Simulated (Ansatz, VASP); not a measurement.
## In in VASP and in Ansatz

The input INCAR:

```
SYSTEM = In
ALGO = Normal
EDIFF = 1E-8
ENCUT = 520
GGA = PE
ISIF = 2
ISMEAR = -1
LASPH = .True.
LCHARG = .False.
LEFG = .True.
LREAL = .False.
LWAVE = .False.
NBANDS = 20
NELM = 80
PREC = Accurate
SIGMA = 0.05
```

Contents of KPOINTS:

```
k-points
0
Gamma
  9 9 9
  0 0 0
```

POSCAR

```
In
1.0
    0.0000000000      3.3980901535      3.3980901535
    3.3980901535      0.0000000000      3.3980901535
    3.3980901535      3.3980901535      0.0000000000
In
2
Direct
    0.0000000000      0.0000000000      0.0000000000
    0.2500000000      0.2500000000      0.2500000000
```

Input for Ansatz:

```yaml
crystal:
  lattice:
    - [0.0, 3.3980901535, 3.3980901535]
    - [3.3980901535, 0.0, 3.3980901535]
    - [3.3980901535, 3.3980901535, 0.0]
  atoms:
    - { symbol: In, position: [0.0, 0.0, 0.0] }
    - { symbol: In, position: [0.25, 0.25, 0.25] }
kpoints:
  mp_grid: { grid: [9, 9, 9] }
scf:
  occupations: { method: fermi_dirac, width: 0.05 }
hamiltonian:
  xc: pbe
  pseudopotentials: { kind: paw }
output:
  forces: true
  stress: true
  eigenvalues: true
  efg: { contact_densities: true }
```

Change from the starting cell: volume scaled by 1.03, PAW files.

Alike in both runs: task electric field gradients; functional PBE; k mesh 9 × 9 × 9; occupations fermi-dirac, width 0.05 eV; no spin polarisation.

```csv
,VASP,Ansatz
version,VASP 6.6.1,Ansatz 0.2.0
potentials or method,"VASP PAW PBE potentials, release 64 (In_d)","PAW with Ansatz's default frozen-core files, scalar-relativistic"
plane-wave cutoff (eV),520,420
valence electrons in the cell,26,26
```

Ansatz gave:

```
pressure (GPa)                                                 : -0.6
Vzz of the field gradient on the site that differs most (V/Å²) : 0.0
```

What did VASP give for the same quantities?

Pressure (GPa): -0.7; Vzz of the field gradient on the site that differs most (V/Å²): 0.0.

With one functional, cell and mesh, what is left measures potentials, basis and numerics. Ansatz warned: «gradients_without_spin_orbit».
